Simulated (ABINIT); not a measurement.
The system is Mo.

```xyz
1
Lattice="-1.5838 1.5838 1.5838 1.5838 -1.5838 1.5838 1.5838 1.5838 -1.5838" Properties=species:S:1:pos:R:3 pbc="T T T"
Mo    0.0000    0.0000    0.0000
```

Base run:

| Property | Result |
| --- | --- |
| Program | ABINIT 10.8.3 (patched build) |
| Functional | AM05 |
| Potentials or basis | JTH PAW PBE v2.0 |
| Cutoff | 490 eV |
| k mesh | 12 × 12 × 12 |
| Occupations | fermi-dirac, width 0.05 eV |
| Spin | no spin polarisation |

Its results: band gap on the k mesh none (metal or under the smearing width); pressure -10.3 GPa.

Question: The run is repeated on the same cell with these changes: functional from AM05 to PBE. What comes out?

Answer: Band gap on the k mesh none (metal or under the smearing width); pressure -1.6 GPa.

PBE binds less tightly than AM05, so the same cell stands under more pressure.

Caveats: the PAW data sets were made with another functional, which shifts forces and pressure a little (some runs).
